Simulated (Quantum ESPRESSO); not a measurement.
HgTe:

```
Hg Te
1.0
    -3.04560    3.04560    1.55941
     3.04560   -3.04560    1.55941
     3.04560    3.04560   -1.55941
Hg Te
1 1
Direct
  0.75000 0.25000 0.50000
  0.00000 0.00000 0.00000
```

Measurements of this composition are mostly on another form, of space group No. 216.

Base run:

- Program: Quantum ESPRESSO 7.5
- Functional: LDA
- Potentials or basis: GBRV 1.5 LDA
- Cutoff: 612 eV
- Density cutoff: 4898 eV
- k mesh: 10 × 10 × 10
- Occupations: fermi-dirac, width 0.05 eV
- Spin: no spin polarisation

Its results: band gap on the k mesh none (metal or under the smearing width); pressure -4.8 GPa.

**Question.** The run is repeated on the same cell with these changes: functional from LDA to PBEsol; potentials or basis from GBRV 1.5 LDA to GBRV 1.5 PBEsol. What comes out?

**Answer.** Band gap on the k mesh none (metal or under the smearing width); pressure -3.3 GPa.

Caveats: spin-orbit coupling is left out, which moves the levels of the heavy elements.
